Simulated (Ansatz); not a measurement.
Crystal: Fe.

```
Fe
1.0
     2.43416    0.00000    0.00000
    -1.21708    2.10804    0.00000
     0.00000    0.00000    3.84193
Fe
2
Cartesian
  1.2171 0.7027 2.8815
  0.0000 1.4054 0.9605
```

This isn't the form of Fe at room conditions, which is bcc.

Alike in all runs: program Ansatz 0.2.0; functional PBE; potentials or basis Ansatz PAW; cutoff 420 eV (not typed: the program's choice for these potentials); k mesh 10 × 10 × 6; occupations fermi-dirac, width 0.05 eV.

Starts and where they ended:

```csv
start,free energy over the lowest (meV/atom),net moment (μB),site or absolute moments (μB),gap
"collinear spin, ferromagnetic start of up to 4.5 μB; fixed moment 9",5341.0,9.00,Fe +3.99,-
"collinear spin, ferromagnetic start of up to 1.5 μB; fixed moment 3",256.0,3.00,Fe +1.49,-
"collinear spin, program default start; fixed moment 0",0.0,0.00,-,-
"collinear spin, ferromagnetic start of up to 0.75 μB; fixed moment 1.5",76.8,1.50,Fe +0.75,-
"collinear spin, ferromagnetic start of up to 2.25 μB; fixed moment 4.5",422.5,4.50,Fe +2.23,-
"collinear spin, ferromagnetic start of up to 6 μB; fixed moment 12",14544.2,12.00,Fe +4.98,-
"collinear spin, ferromagnetic start of up to 3 μB; fixed moment 6",810.5,6.00,Fe +2.89,-
"collinear spin, ferromagnetic start of up to 3.75 μB; fixed moment 7.5",2222.1,7.50,Fe +3.46,-
```

All polarised runs hold their moment fixed, so the table maps the energy against it. A still lower state may exist.

Caveats: the total moment is fixed, so each spin has its own Fermi level.
